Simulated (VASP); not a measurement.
# Cu3Au (Auricupride) (Pm-3m) in VASP: notebook

The runs below take Cu3Au (Auricupride) through band structure, with LDA, PBEsol, PBE.

Program: VASP 6.6.1. These are calculated values, not measurements. Logs are shortened: lines on timing, memory, paths and dates and some standing lists are left out, and cuts for length are marked.

### Step 1. The structure

The structure is cubic, space group Pm-3m (No. 221). The conventional cell has a = 3.740 Å, b = 3.740 Å, c = 3.740 Å, α = 90.00°, β = 90.00°, γ = 90.00°. Around Au (site symmetry m-3m) lie 12 Cu at 2.64 Å. Cu (site symmetry 4/mmm) has 4 Au at 2.64 Å and 8 Cu at 2.64 Å as nearest neighbours.

### Step 2. Band structure, LDA, spin-orbit coupling, no magnetisation

Input file POSCAR:

```
Cu3Au
1.0
    3.7400000000      0.0000000000      0.0000000000
    0.0000000000      3.7400000000      0.0000000000
    0.0000000000      0.0000000000      3.7400000000
Au Cu
1 3
Direct
    0.0000000000      0.0000000000      0.0000000000
    0.5000000000      0.5000000000      0.0000000000
    0.5000000000      0.0000000000      0.5000000000
    0.0000000000      0.5000000000      0.5000000000
```

Input file INCAR.step1:

```
PREC     = Accurate       # precision mode
ENCUT    = 520            # plane-wave cutoff, eV
EDIFF    = 1E-6           # SCF threshold, eV
ISMEAR   = -1             # smearing method
SIGMA    = 0.05           # smearing width, eV
LREAL    = False          # projectors in reciprocal space
LASPH    = True           # aspherical terms in the spheres
NELM     = 60             # most SCF steps
ALGO     = Fast           # electronic algorithm
ISIF     = 2              # what is computed and relaxed
LWAVE    = False          # write WAVECAR
LCHARG   = True           # write CHGCAR
LNONCOLLINEAR= True           # non-collinear magnetism
MAGMOM   = 0 0 0 0 0 0 0 0 0 0 0 0 # initial moments
LORBIT   = 11             # projections on sites
LSORBIT  = True           # spin-orbit coupling
GGA_COMPAT= False        
LMAXMIX  = 4              # l up to which the mixer works
GGA      = CA             # functional
NBANDS   = 58             # bands
```

Input file KPOINTS.step1:

```
Automatic mesh
0
Gamma
  5 5 5
```

Input file INCAR.step2:

```
PREC     = Accurate       # precision mode
ENCUT    = 520            # plane-wave cutoff, eV
EDIFF    = 1E-6           # SCF threshold, eV
ISMEAR   = 0              # smearing method
SIGMA    = 0.05           # smearing width, eV
LREAL    = False          # projectors in reciprocal space
LASPH    = True           # aspherical terms in the spheres
NELM     = 60             # most SCF steps
ALGO     = Fast           # electronic algorithm
ISIF     = 2              # what is computed and relaxed
LWAVE    = False          # write WAVECAR
LCHARG   = False          # write CHGCAR
LNONCOLLINEAR= True           # non-collinear magnetism
MAGMOM   = 0 0 0 0 0 0 0 0 0 0 0 0 # initial moments
LORBIT   = 11             # projections on sites
LSORBIT  = True           # spin-orbit coupling
GGA_COMPAT= False        
LMAXMIX  = 4              # l up to which the mixer works
GGA      = CA             # functional
NBANDS   = 58             # bands
ICHARG   = 11             # starting density
```

Input file KPOINTS.step2:

```
path GXMGRX,MR
10
line-mode
reciprocal
 0.0000000000  0.0000000000  0.0000000000  G
 0.0000000000  0.5000000000  0.0000000000  X

 0.0000000000  0.5000000000  0.0000000000  X
 0.5000000000  0.5000000000  0.0000000000  M

 0.5000000000  0.5000000000  0.0000000000  M
 0.0000000000  0.0000000000  0.0000000000  G

 0.0000000000  0.0000000000  0.0000000000  G
 0.5000000000  0.5000000000  0.5000000000  R

 0.5000000000  0.5000000000  0.5000000000  R
 0.0000000000  0.5000000000  0.0000000000  X

 0.5000000000  0.5000000000  0.0000000000  M
 0.5000000000  0.5000000000  0.5000000000  R
```

Potentials or basis: VASP PAW LDA potentials, release 64 (Au, Cu).

Run with:

```console
> cat potpaw_LDA.64/Au/POTCAR potpaw_LDA.64/Cu/POTCAR > POTCAR
> cp INCAR.step1 INCAR
> cp KPOINTS.step1 KPOINTS
> mpirun -np 1 vasp_ncl > vasp.out
> cp INCAR.step2 INCAR
> cp KPOINTS.step2 KPOINTS
> mpirun -np 1 vasp_ncl > vasp.out
```

OUTCAR:

```text
PREC = Accurate
   ENCUT = 520
   EDIFF = 1E-6
   ISMEAR = 0
   LREAL = False
   LASPH = True
   NELM = 60
   ISIF = 2
   LNONCOLLINEAR = True
   LORBIT = 11
   LSORBIT = True
   GGA = CA
   ICHARG = 11

 ion  position               nearest neighbor table
   1  0.000  0.000  0.000-   2 2.64   3 2.64   4 2.64   3 2.64   4 2.64   2 2.64   4 2.64   4 2.64
                             2 2.64   3 2.64   3 2.64   2 2.64
   2  0.500  0.500  0.000-   1 2.64   3 2.64   4 2.64   3 2.64   4 2.64   1 2.64   3 2.64   3 2.64
                             1 2.64   4 2.64   4 2.64   1 2.64
   3  0.500  0.000  0.500-   1 2.64   2 2.64   4 2.64   1 2.64   2 2.64   2 2.64   4 2.64   2 2.64
                             1 2.64   4 2.64   1 2.64   4 2.64
   4  0.000  0.500  0.500-   1 2.64   2 2.64   3 2.64   1 2.64   2 2.64   1 2.64   3 2.64   1 2.64
                             2 2.64   3 2.64   2 2.64   3 2.64

  LATTYP: Found a simple cubic cell.
 ALAT       =     3.7400000000

  Lattice vectors:

 A1 = (   3.7400000000,   0.0000000000,   0.0000000000)
 A2 = (   0.0000000000,   3.7400000000,   0.0000000000)
 A3 = (   0.0000000000,   0.0000000000,   3.7400000000)

Analysis of symmetry for initial positions (statically):
=====================================================================
 Subroutine PRICEL returns:
 Original cell was already a primitive cell.

 Routine SETGRP: Setting up the symmetry group for a
 simple cubic supercell.

 Subroutine GETGRP returns: Found 48 space group operations
 (whereof 48 operations were pure point group operations)
 out of a pool of 48 trial point group operations.

The static configuration has the point symmetry O_h .

Analysis of symmetry for dynamics (positions and initial velocities):
=====================================================================
 Subroutine PRICEL returns:
 Original cell was already a primitive cell.

 Routine SETGRP: Setting up the symmetry group for a
 simple cubic supercell.

 Subroutine GETGRP returns: Found 48 space group operations
 (whereof 48 operations were pure point group operations)
 out of a pool of 48 trial point group operations.

The dynamic configuration has the point symmetry O_h .

Analysis of structural, dynamic, and magnetic symmetry:
=====================================================================
 Subroutine PRICEL returns:
 Original cell was already a primitive cell.

 Routine SETGRP: Setting up the symmetry group for a
 simple cubic supercell.

 Subroutine GETGRP returns: Found 48 space group operations
 (whereof 48 operations were pure point group operations)
 out of a pool of 48 trial point group operations.

The overall configuration has the point symmetry O_h .

 Subroutine INISYM returns: Found 48 space group operations
 (whereof 48 operations are pure point group operations),
 and found     1 'primitive' translations

----------------------------------------------------------------------------------------

                                     Primitive cell

  volume of cell :      52.3136

  direct lattice vectors                    reciprocal lattice vectors
     3.740000000  0.000000000  0.000000000     0.267379679  0.000000000  0.000000000
     0.000000000  3.740000000  0.000000000     0.000000000  0.267379679  0.000000000
     0.000000000  0.000000000  3.740000000     0.000000000  0.000000000  0.267379679

  length of vectors
     3.740000000  3.740000000  3.740000000     0.267379679  0.267379679  0.267379679

  position of ions in fractional coordinates (direct lattice)
     0.000000000  0.000000000  0.000000000
     0.500000000  0.500000000  0.000000000
     0.500000000  0.000000000  0.500000000
     0.000000000  0.500000000  0.500000000

  ion indices of the primitive-cell ions
   primitive index   ion index
                 1           1
                 2           2
                 3           3
                 4           4

[... 80 lines left out ...]
     AMIX     =   0.40;   BMIX     =  1.00
     AMIX_MAG =   1.60;   BMIX_MAG =  1.00
  volume/ion in A,a.u.               =      13.08        88.26
  Fermi-wavevector in a.u.,A,eV,Ry     =   1.545328  2.920247 32.491255  2.388040
  Thomas-Fermi vector in A             =   2.650723
   LORBIT       =     11    0 simple, 1 ext, 2 COOP (PROOUT), +10 PAW based schemes
   GGA     = CA    functional components
   LHFCALC =     F    Hartree Fock is set to
   AEXX    =    0.0000 exact exchange contribution
   IVDW    =     0    specifies the selected vdW correction
   LEPSILON=     F    determine dielectric tensor
   LRPA    =     F    only Hartree local field effects (RPA)
 RMM-DIIS sequential band-by-band and
 Gauss-broadening in eV      SIGMA  =   0.05
  energy-cutoff  :      520.00
  volume of cell :       52.31
 maximum number of plane-waves:      2868
 NGX is ok and might be reduce to    28

 number of electron      44.0000060 magnetization       0.0000000      0.0000000      0.0000000

 Free energy of the ion-electron system (eV)
  ---------------------------------------------------
  ext. energy  EPLUGINS =         0.00000000
  ---------------------------------------------------
  free energy    TOTEN  =       -17.09512789 eV

  energy without entropy =      -17.09038988  energy(sigma->0) =      -17.09275888

 E-fermi :   7.7104     XC(G=0): -13.0762

 val. band max:        7.7102021028   @ k =   0.5000   0.5000   0.0000
 cond. band min:       7.7808846968   @ k =   0.0000   0.1667   0.0000
 fundamental gap:      0.0706825941
 Fermi energy:         7.7103739505

 k-point     1 :       0.0000    0.0000    0.0000
  band No.  band energies     occupation
      1      -1.5774      1.00000
      2      -1.5774      1.00000
      3       1.4107      1.00000
      4       1.4107      1.00000
      5       1.4107      1.00000
      6       1.4107      1.00000
[... 1405 lines left out ...]
     55      18.1836      0.00000
     56      18.2120      0.00000

 [... further k-points ...]

 [bands above 56 left out]

------------------------ aborting loop because EDIFF is reached ----------------------------------------

  FORCE on cell =-STRESS in cart. coord.  units (eV):
  Direction    XX          YY          ZZ          XY          YZ          ZX
  --------------------------------------------------------------------------------------
  -------------------------------------------------------------------------------------
  Total        4.9524038      4.9524038      4.9524038     -0.0000000     -0.0000000     -0.0000000
  in kB      151.6742383    151.6742383    151.6742383     -0.0000000     -0.0000000     -0.0000000
  external PRESSURE =     151.6742383 kB  Pullay stress =       0.0000000 kB

 VOLUME and BASIS-vectors are now :
 -----------------------------------------------------------------------------
  energy-cutoff  :      520.00
  volume of cell :       52.31
      direct lattice vectors                 reciprocal lattice vectors
     3.740000000  0.000000000  0.000000000     0.267379679  0.000000000  0.000000000
     0.000000000  3.740000000  0.000000000     0.000000000  0.267379679  0.000000000
     0.000000000  0.000000000  3.740000000     0.000000000  0.000000000  0.267379679

 POSITION                                       TOTAL-FORCE (eV/Angst)
 -----------------------------------------------------------------------------------
      0.00000      0.00000      0.00000         0.000000      0.000000      0.000000
      1.87000      1.87000      0.00000         0.000000      0.000000      0.000000
      1.87000      0.00000      1.87000         0.000000      0.000000      0.000000
      0.00000      1.87000      1.87000         0.000000      0.000000      0.000000
 -----------------------------------------------------------------------------------
    total drift:                                0.000000      0.000000      0.000000

  FREE ENERGIE OF THE ION-ELECTRON SYSTEM (eV)
  ---------------------------------------------------
  free  energy   TOTEN  =       -17.0951278881 eV

  energy  without entropy=      -17.0903898752  energy(sigma->0) =      -17.09275888

 Spin-Orbit-Coupling matrix elements

 Ion:    1  E_soc:     -0.6502308
 l=   1
     0.0000000    -0.0355906    -0.0355906
    -0.0355906     0.0000000    -0.0355906
    -0.0355906    -0.0355906     0.0000000
 l=   2
     0.0000000    -0.0145831     0.0000000    -0.0145831    -0.0581981
    -0.0145831     0.0000000    -0.0436486    -0.0145831    -0.0145495
     0.0000000    -0.0436486     0.0000000    -0.0436486     0.0000000
    -0.0145831    -0.0145831    -0.0436486     0.0000000    -0.0145495
    -0.0581981    -0.0145495     0.0000000    -0.0145495     0.0000000
 l=   3
     0.0000000     0.0000000     0.0000000     0.0000000     0.0000000     0.0000000     0.0000000
     0.0000000     0.0000000     0.0000000     0.0000000     0.0000000     0.0000000     0.0000000
     0.0000000     0.0000000     0.0000000     0.0000000     0.0000000     0.0000000     0.0000000
     0.0000000     0.0000000     0.0000000     0.0000000     0.0000000     0.0000000     0.0000000
[... 49 lines left out ...]
 l=   2
     0.0000000    -0.0004679     0.0000000    -0.0004253    -0.0014138
    -0.0004679     0.0000000    -0.0015295    -0.0004679    -0.0005098
     0.0000000    -0.0015295     0.0000000    -0.0009891     0.0000000
    -0.0004253    -0.0004679    -0.0009891     0.0000000    -0.0004248
    -0.0014138    -0.0005098     0.0000000    -0.0004248     0.0000000
 l=   3
     0.0000000     0.0000000     0.0000000     0.0000000     0.0000000     0.0000000     0.0000000
     0.0000000     0.0000000     0.0000000     0.0000000     0.0000000     0.0000000     0.0000000
     0.0000000     0.0000000     0.0000000     0.0000000     0.0000000     0.0000000     0.0000000
     0.0000000     0.0000000     0.0000000     0.0000000     0.0000000     0.0000000     0.0000000
     0.0000000     0.0000000     0.0000000     0.0000000     0.0000000     0.0000000     0.0000000
     0.0000000     0.0000000     0.0000000     0.0000000     0.0000000     0.0000000     0.0000000
     0.0000000     0.0000000     0.0000000     0.0000000     0.0000000     0.0000000     0.0000000

 total charge

# of ion       s       p       d       tot
------------------------------------------
    1        0.624   0.525   8.622   9.771
    2        0.396   0.373   9.214   9.982
    3        0.396   0.373   9.214   9.982
    4        0.396   0.373   9.214   9.982
--------------------------------------------------
tot          1.811   1.643  36.263  39.718

 magnetization (x)

# of ion       s       p       d       tot
------------------------------------------
    1        0.000   0.000   0.000   0.000
    2        0.000   0.000   0.000   0.000
    3        0.000  -0.000   0.000   0.000
    4        0.000   0.000   0.000   0.000
--------------------------------------------------
tot          0.000   0.000   0.000   0.000

 magnetization (y)

# of ion       s       p       d       tot
------------------------------------------
    1        0.000   0.000   0.000   0.000
    2        0.000  -0.000  -0.000  -0.000
    3        0.000   0.000   0.000   0.000
    4        0.000  -0.000   0.000   0.000
--------------------------------------------------
tot          0.000   0.000  -0.000   0.000

 magnetization (z)

# of ion       s       p       d       tot
------------------------------------------
    1        0.000  -0.000   0.000   0.000
    2       -0.000  -0.000   0.000  -0.000
    3        0.000  -0.000   0.000   0.000
    4        0.000  -0.000  -0.000  -0.000
--------------------------------------------------
tot          0.000  -0.000   0.000   0.000
```

It took 6.8 min on 1 thread of Intel Xeon Platinum 8375C at 2.90GHz (Ice Lake), shared host; peak memory 0.37 GiB.

Caveat: the log is that of the step along the path at fixed density, whose energy, stress, charges and moments have no meaning.

### Step 3. Band structure, PBEsol

POSCAR is that of step 2.

Input file INCAR.step1:

```
SYSTEM = Cu3Au
PREC     = Accurate       ! precision mode
ENCUT    = 520            ! plane-wave cutoff, eV
EDIFF    = 1E-7           ! SCF threshold, eV
ISMEAR   = -1             ! smearing method
SIGMA    = 0.05           ! smearing width, eV
LREAL    = .False.        ! projectors in reciprocal space
LASPH    = .True.         ! aspherical terms in the spheres
NELM     = 100            ! most SCF steps
ALGO     = Normal         ! electronic algorithm
ISIF     = 2              ! what is computed and relaxed
LWAVE    = .False.        ! write WAVECAR
LCHARG   = .True.         ! write CHGCAR
LMAXMIX  = 4              ! l up to which the mixer works
GGA      = PS             ! functional
NBANDS   = 30             ! bands
```

Input file KPOINTS.step1:

```
Automatic mesh
0
Gamma
  7 7 7
  0 0 0
```

Input file INCAR.step2:

```
SYSTEM = Cu3Au
PREC     = Accurate       ! precision mode
ENCUT    = 520            ! plane-wave cutoff, eV
EDIFF    = 1E-7           ! SCF threshold, eV
ISMEAR   = 0              ! smearing method
SIGMA    = 0.05           ! smearing width, eV
LREAL    = .False.        ! projectors in reciprocal space
LASPH    = .True.         ! aspherical terms in the spheres
NELM     = 100            ! most SCF steps
ALGO     = Normal         ! electronic algorithm
ISIF     = 2              ! what is computed and relaxed
LWAVE    = .False.        ! write WAVECAR
LCHARG   = .False.        ! write CHGCAR
LMAXMIX  = 4              ! l up to which the mixer works
GGA      = PS             ! functional
NBANDS   = 30             ! bands
ICHARG   = 11             ! starting density
```

KPOINTS.step2: that of step 2 with these lines changed.

```diff
@@ -1,3 +1,3 @@
 path GXMGRX,MR
-10
+20
 line-mode
```

Potentials or basis: VASP PAW PBE potentials, release 64 (Au, Cu).

Run with:

```console
> cat potpaw_PBE.64/Au/POTCAR potpaw_PBE.64/Cu/POTCAR > POTCAR
> cp INCAR.step1 INCAR
> cp KPOINTS.step1 KPOINTS
> mpirun -np 1 vasp_std > vasp.out
> cp INCAR.step2 INCAR
> cp KPOINTS.step2 KPOINTS
> mpirun -np 1 vasp_std > vasp.out
```

Run time: 2.2 min. Hardware: 1 thread of Intel Xeon Platinum 8375C at 2.90GHz (Ice Lake), shared host; peak memory 0.27 GiB.

Results (log left out):

```
Band gap along the path : none (metal or under the smearing width)
```

Levels at the corners of the path, in eV from the Fermi level:
| point | band 19 | band 20 | band 21 | band 22 | band 23 | band 24 | band 25 | band 26 |
| --- | --- | --- | --- | --- | --- | --- | --- | --- |
| Γ | -1.31 | -1.31 | -1.31 | 1.29 | 1.29 | 1.29 | 6.07 | 7.65 |
| X | -1.92 | -1.86 | -1.46 | -1.31 | 5.85 | 5.85 | 6.64 | 6.64 |
| X | -1.92 | -1.86 | -1.46 | -1.31 | 5.85 | 5.85 | 6.64 | 6.64 |
| M | -2.17 | -2.08 | -0.45 | -0.45 | -0.35 | 0.42 | 8.64 | 9.56 |
| M | -2.17 | -2.08 | -0.45 | -0.45 | -0.35 | 0.42 | 8.64 | 9.56 |
| Γ | -1.31 | -1.31 | -1.31 | 1.29 | 1.29 | 1.29 | 6.07 | 7.65 |
| Γ | -1.31 | -1.31 | -1.31 | 1.29 | 1.29 | 1.29 | 6.07 | 7.65 |
| R | -1.53 | -1.53 | -1.05 | -1.04 | -1.04 | -1.04 | 2.53 | 4.23 |
| R | -1.53 | -1.53 | -1.05 | -1.04 | -1.04 | -1.04 | 2.53 | 4.23 |
| X | -1.92 | -1.86 | -1.46 | -1.31 | 5.85 | 5.85 | 6.64 | 6.64 |
| M | -2.17 | -2.08 | -0.45 | -0.45 | -0.35 | 0.42 | 8.64 | 9.56 |
| R | -1.53 | -1.53 | -1.05 | -1.04 | -1.04 | -1.04 | 2.53 | 4.23 |

Caveat: the log is that of the step along the path at fixed density, whose energy, stress, charges and moments have no meaning; the PAW data sets were made with another functional, which shifts forces and pressure a little; spin-orbit coupling is left out, which moves the levels of the heavy elements.

[end of part 1 of 2]
